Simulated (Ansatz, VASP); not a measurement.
**One calculation of IrO, two programs**

```xyz
2
Lattice="2.8103 0.0000 0.0000 0.0000 2.8103 0.0000 0.0000 0.0000 2.8103" Properties=species:S:1:pos:R:3 pbc="T T T"
Ir    0.0000    0.0000    0.0000
O     1.4052    1.4052    1.4052
```

Alike in both runs: functional PBE; k mesh 20 × 20 × 20; occupations gaussian, width 0.1 eV; no spin polarisation.

Ansatz relaxed the structure, and its values are those at the end. VASP's run is a single point on that final structure, the one shown.

|  | VASP | Ansatz |
| --- | --- | --- |
| version | VASP 6.6.1 | Ansatz 0.2.0 |
| potentials or method | VASP PAW PBE potentials, release 64 (Ir, O) | scalar-relativistic, plane waves, PAW |
| plane-wave cutoff (eV) | 520 | 420 |
| valence electrons in the cell | 15 | 23 |

```tsv
	VASP	Ansatz	Ansatz less VASP
gap on the k mesh at the Fermi level (eV)	none	none	-
pressure (GPa)	0.2	0.0	-0.16
```

A gap of «none» marks a metal or a gap that the smearing closes. The two sets of potentials don't hold the same shells in valence.

Caveats: an odd number of electrons without spin polarisation forces a metal; a magnetic or distorted state may lie lower. Spin-orbit coupling is left out, which matters for the levels of Ir.
